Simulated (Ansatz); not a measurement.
Mg started on an O site next to O started in the widest void in rocksalt MgO, 65 atoms, charge +2

The calculation used DFT, PBEsol, PAW, plane waves in Ansatz 0.2.0.

Command:

```sh
ansatz run in.yaml --threads 8 --pin off --max-ram 13300MiB --runs-dir r --events-out ev --progress --plain
```

The input less its lattice and atoms:

```yaml
crystal:
  symmetry: { detect: false }
kpoints:
  mp_grid: { grid: [1, 1, 1], shift: [0.25, 0.25, 0.25] }
hamiltonian:
  xc: pbesol
total_charge: 2
scf:
  occupations: { method: fermi_dirac, width: 0.01 }
relax:
  f_tol: 0.03
  max_steps: 80
  escape_saddle: false
  adjacent_minimum: "off"
output:
  forces: true
  eigenvalues: true
  populations: true
  charged_corrections: { epsilon: 9.8 }
```

Start:

```
O Mg
1.0
     8.42881    0.00000    0.00000
     0.00000    8.42881    0.00000
     0.00000    0.00000    8.42881
O Mg
32 33
Direct
  0.25039 0.99987 0.99927
  0.25033 0.99996 0.49886
  0.24546 0.49674 0.00228
  0.75001 0.00078 0.99614
  0.75123 0.00175 0.50135
  0.75190 0.49321 0.99996
  0.74887 0.49825 0.49971
  0.00165 0.24998 0.00241
  0.99535 0.25064 0.50303
  0.99997 0.75386 0.99775
  0.99932 0.75156 0.49933
  0.49773 0.24957 0.00125
  0.49977 0.25026 0.50195
  0.49862 0.75478 0.00017
  0.50016 0.75072 0.49881
  0.00220 0.00024 0.25183
  0.00178 0.00110 0.74748
  0.99703 0.50037 0.24977
  0.00538 0.49717 0.75111
  0.50445 0.99882 0.24611
  0.50037 0.99904 0.75101
  0.49777 0.49792 0.25542
  0.50187 0.50130 0.74777
  0.25101 0.25420 0.25158
  0.25113 0.24696 0.75039
  0.24990 0.75105 0.25251
  0.24977 0.74853 0.74956
  0.75437 0.25196 0.25152
  0.75477 0.24934 0.75007
  0.75065 0.74837 0.25180
  0.74833 0.75076 0.74972
  0.12424 0.36989 0.37492
  0.24987 0.49814 0.49822
  0.00261 0.00329 0.00015
  0.00112 0.99914 0.49948
  0.99776 0.50409 0.00194
  0.99567 0.49997 0.50071
  0.49789 0.99754 0.00212
  0.50244 0.00082 0.50232
  0.50207 0.49886 0.99684
  0.50218 0.49796 0.49897
  0.24810 0.25327 0.00116
  0.25126 0.24841 0.50010
  0.25376 0.74476 0.99953
  0.24940 0.74627 0.50244
  0.75166 0.25014 0.99861
  0.75330 0.25196 0.49858
  0.75229 0.75264 0.00001
  0.75340 0.75148 0.50019
  0.24973 0.00042 0.24767
  0.24825 0.99641 0.75204
  0.25191 0.49580 0.24746
  0.25454 0.49821 0.74629
  0.74772 0.99726 0.25157
  0.74874 0.00199 0.75299
  0.75303 0.49999 0.25283
  0.74923 0.50431 0.74798
  0.99593 0.25042 0.24914
  0.99924 0.24995 0.75125
  0.99950 0.75021 0.24693
  0.00199 0.74739 0.74981
  0.50444 0.25184 0.25078
  0.49690 0.24915 0.74879
  0.49931 0.75362 0.24971
  0.49917 0.74596 0.74781
```

Steps:

```tsv
step	energy less the first (eV)	largest force component (eV/Å)
start	0.000	7.687
1	-6.776	4.114
2	-11.092	3.422
3	-12.682	2.124
4	-14.157	1.579
5	-15.399	1.455
6	-16.592	1.457
7	-17.676	1.277
8	-18.581	0.960
9	-19.212	0.580
10	-19.522	0.229
11	-19.560	0.016
12	-19.560	0.016
```

A structure on the way, about -16.59 eV from the start:

```xyz
65
Lattice="8.4288 0.0000 0.0000 0.0000 8.4288 0.0000 0.0000 0.0000 8.4288" Properties=species:S:1:pos:R:3 pbc="T T T"
O     2.1118    8.3589    8.3678
O     2.1050    0.1044    4.2094
O     2.1114    4.2169    0.0935
O     6.3044    8.4093    8.4125
O     6.2590    8.3597    4.2189
O     6.2581    4.2194    8.3642
O     6.4336    4.2151    4.2147
O     0.0007    2.1040    8.4075
O     8.2902    1.9706    4.2788
O     0.0061    6.3185    8.3859
O     0.0318    6.3085    4.2040
O     4.2197    2.1125    8.3842
O     4.2161    2.1297    4.2073
O     4.1772    6.2806    8.3993
O     4.0385    6.1421    4.2008
O     0.0007    8.4061    2.1078
O     0.0065    8.3830    6.3223
O     8.2966    4.2721    1.9710
O     0.0271    4.2026    6.3130
O     4.2147    8.3817    2.1144
O     4.1771    8.3956    6.2848
O     4.2070    4.2020    2.1435
O     4.0361    4.2000    6.1354
O     2.1753    1.9704    1.9637
O     2.1008    2.1295    6.3186
O     2.0982    6.2999    2.1467
O     2.0966    6.1437    6.1373
O     6.3006    2.1050    2.1069
O     6.2776    2.1098    6.3245
O     6.2787    6.3198    2.1115
O     6.2922    6.2827    6.2843
O     1.5869    3.6840    3.6977
Mg    2.6294    4.7329    4.6812
Mg    8.4047    0.0009    0.0046
Mg    8.3398    0.0147    4.2080
Mg    8.3405    4.2034    0.0065
Mg    8.3063    4.1994    4.2067
Mg    4.2228    8.4152    8.4196
Mg    4.2346    0.0115    4.1925
Mg    4.2314    4.1925    0.0170
Mg    4.6506    4.0799    4.0940
Mg    2.1021    2.0172    0.0037
Mg    2.1308    1.9745    4.2299
Mg    2.0862    6.3341    0.0235
Mg    1.9729    6.7484    4.0950
Mg    6.3278    2.0811    0.0049
Mg    6.3293    2.0119    4.2094
Mg    6.3103    6.3290    8.4166
Mg    6.3505    6.3351    4.1934
Mg    2.1005    0.0130    2.0204
Mg    2.0861    0.0186    6.3432
Mg    2.1086    4.1905    1.9712
Mg    1.9781    4.0886    6.7282
Mg    6.3263    0.0019    2.0819
Mg    6.3122    8.4145    6.3313
Mg    6.3318    4.2063    2.0159
Mg    6.3479    4.1912    6.3367
Mg    0.0779    2.1737    2.1846
Mg    8.3922    2.0701    6.3128
Mg    8.3948    6.3087    2.0713
Mg    8.4021    6.3125    6.3139
Mg    4.2106    2.0660    2.0678
Mg    4.2126    2.0776    6.3202
Mg    4.2068    6.3114    2.0823
Mg    4.2216    6.3263    6.3271
```

End:

```xyz
65
Lattice="8.4288 0.0000 0.0000 0.0000 8.4288 0.0000 0.0000 0.0000 8.4288" Properties=species:S:1:pos:R:3 pbc="T T T"
O     2.0844    8.3882    8.3907
O     2.0667    0.0109    4.1712
O     2.0666    4.1687    0.0135
O     6.2898    8.3919    8.3943
O     6.2862    8.3882    4.1888
O     6.2862    4.1865    8.3907
O     6.3378    4.1687    4.1710
O     8.4023    2.0756    8.3945
O     8.4057    2.0789    4.1890
O     8.4059    6.2813    8.3905
O     8.3555    6.2998    4.1706
O     4.1793    2.0793    8.3905
O     4.1977    2.0289    4.1707
O     4.1970    6.2991    0.0123
O     4.1947    6.2965    4.1726
O     8.4022    8.3921    2.0779
O     8.4060    8.3881    6.2837
O     8.4056    4.1866    2.0813
O     8.3554    4.1682    6.3022
O     4.1793    8.3881    2.0817
O     4.1970    0.0099    6.3015
O     4.1977    4.1682    2.0311
O     4.1948    4.1704    6.2993
O     2.0846    2.0789    2.0813
O     2.0662    2.0288    6.3022
O     2.0661    6.2998    2.0311
O     2.0684    6.2967    6.2994
O     6.2900    2.0756    2.0779
O     6.2861    2.0793    6.2837
O     6.2861    6.2814    2.0816
O     6.3366    6.2991    6.3015
O     2.0662    4.1687    4.1708
Mg    3.1299    5.2318    5.2344
Mg    8.3974    8.3965    8.3989
Mg    8.3519    0.0136    4.1781
Mg    8.3518    4.1757    0.0161
Mg    8.3861    4.1721    4.1744
Mg    4.1900    0.0133    0.0157
Mg    4.1933    8.4085    4.1748
Mg    4.1933    4.1724    8.4110
Mg    4.4444    3.9228    3.9249
Mg    2.0736    2.0252    0.0161
Mg    2.0701    2.0594    4.1746
Mg    2.0703    6.2953    8.4111
Mg    1.8206    6.5460    3.9250
Mg    6.2945    2.0707    8.3989
Mg    6.3404    2.0251    4.1781
Mg    6.3400    6.2921    0.0157
Mg    6.3066    6.2953    4.1748
Mg    2.0736    0.0137    2.0276
Mg    2.0703    8.4086    6.2978
Mg    2.0700    4.1721    2.0617
Mg    1.8204    3.9227    6.5489
Mg    6.2944    8.3965    2.0731
Mg    6.3400    0.0133    6.2944
Mg    6.3405    4.1757    2.0275
Mg    6.3066    4.1724    6.2977
Mg    8.3975    2.0708    2.0732
Mg    8.3520    2.0253    6.2946
Mg    8.3520    6.2922    2.0276
Mg    8.3860    6.2948    6.2972
Mg    4.1902    2.0253    2.0277
Mg    4.1928    2.0594    6.2972
Mg    4.1928    6.2949    2.0616
Mg    4.4416    6.5437    6.5462
```

The calculation finished and met its thresholds.

Time: 75 s of wall time on 8 threads of a Platinum 8259CL processor, on a host shared with other runs; peak host memory 1.4 GiB.

Q: How much energy did the relaxation gain, and which atom moved most?

A: 19.56 eV in 12 steps, from a start with small random displacements (neighbours that lie too close to an added atom are first pushed off); atom 33 (Mg) moved 1.79 Å, the median atom 0.07 Å (drift of the whole cell removed).

The one k point has no symmetry partners, which can distort the end along one axis.
